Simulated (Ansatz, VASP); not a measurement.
**One calculation of W, two programs**

```
W
1.0
     0.00000    2.06045    2.06045
     2.06045    0.00000    2.06045
     2.06045    2.06045    0.00000
W
1
Direct
  0.00000 0.00000 0.00000
```

Change from the starting cell: strain +0.015 along x and y, +0.015 along z, atoms carried along.

Alike in both runs: task single point; functional PBEsol; k mesh 20 × 20 × 20; occupations gaussian, width 0.15 eV; no spin polarisation.

|  | VASP | Ansatz |
| --- | --- | --- |
| version | VASP 6.6.1 | Ansatz 0.2.0 |
| potentials or method | VASP PAW PBE potentials, release 64 (W_sv) | scalar-relativistic, plane waves, PAW |
| plane-wave cutoff (eV) | 520 | 420 |
| valence electrons in the cell | 14 | 14 |

|  | VASP | Ansatz | Ansatz less VASP |
| --- | --- | --- | --- |
| gap on the k mesh at the Fermi level (eV) | none | none | - |
| pressure (GPa) | -22.3 | -22.6 | -0.32 |

A gap of «none» marks a metal or a gap that the smearing closes.

Caveats: so large a pressure means that the cell lies far from this level's equilibrium, or that cutoff or potentials fall short (VASP); the potentials were made for another functional, which shifts forces and pressure (VASP). The runs have no spin-orbit coupling, so splittings on W are missing.
